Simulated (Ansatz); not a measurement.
# CdS: least direct gap as volume per atom varies

All results are calculated (Ansatz 0.2.0). Band levels at named k points (names of the unstrained cell) at fixed atoms, from the valence top (v1 top filled band, c1 lowest empty), gap the least over mesh, points and any path between them, spin-unpolarised plane waves, DDH-PBE0 mixes 1/eps_inf of exact exchange.

Cell of the first row (space group P6_3mc, No. 186):
```
CdS
1.0
      4.1230     0.0000     0.0000
     -2.0615     3.5706     0.0000
      0.0000     0.0000     6.6984
Cd S
2 2
Direct
  0.33333 0.66667 -0.00096
  0.66667 0.33333 0.49904
  0.33333 0.66667 0.37596
  0.66667 0.33333 0.87596
```

Settings of every row: periodic directions 3; functional r2SCAN; spin orbit yes; potentials PAW; wave cutoff 500 eV; k mesh 12x12x4; smearing width 0.02 eV.

Point:
| name | a (fraction of the reciprocal vector) | b (fraction of the reciprocal vector) | c (fraction of the reciprocal vector) |
| --- | --- | --- | --- |
| Gamma | 0 | 0 | 0 |
| M | 0.5 | 0 | 0 |
| K | 0.3333 | 0.3333 | 0 |
| A | 0 | 0 | 0.5 |
| L | 0.5 | 0 | 0.5 |
| H | 0.3333 | 0.3333 | 0.5 |

Limits: semilocal functionals tend to give too small a gap.

| row | volume per atom (Å³) | least direct gap (eV) | band gap (eV) |
| --- | --- | --- | --- |
| 1 | 24.652 | 1.693 | 1.693 |
| 2 | 25.407 | 1.619 | 1.619 |
| 3 | 26.177 | 1.544 | 1.544 |
| 4 | 26.962 | ? | ? |
| 5 | 27.763 | 1.392 | 1.392 |
| 6 | 28.579 | 1.317 | 1.317 |

Question: what least direct gap should row 4 give?

Worked fit of least direct gap. Take t = volume per atom − 27, in Å³. The shown rows have t = -2.348, -1.593, -0.823, 0.763, 1.579. Least squares give least direct gap = 1.4648 − 0.09522 × t + 0.00089 × t² eV; a straight line predicts inner rows, each left out in turn, worse (root mean square 0.0017 against 0.00077 eV). The rows lie off it by 0.000, 0.000, 0.000, -0.001, 0.000. The withheld row has t = -0.038, so the fit gives 1.4648 − 0.09522 × (-0.038) + 0.00089 × (-0.038)² = 1.468 eV.

The calculation gave 1.468 eV. The fit meets it to the printed digit.

The other values of row 4: band gap 1.468 eV.
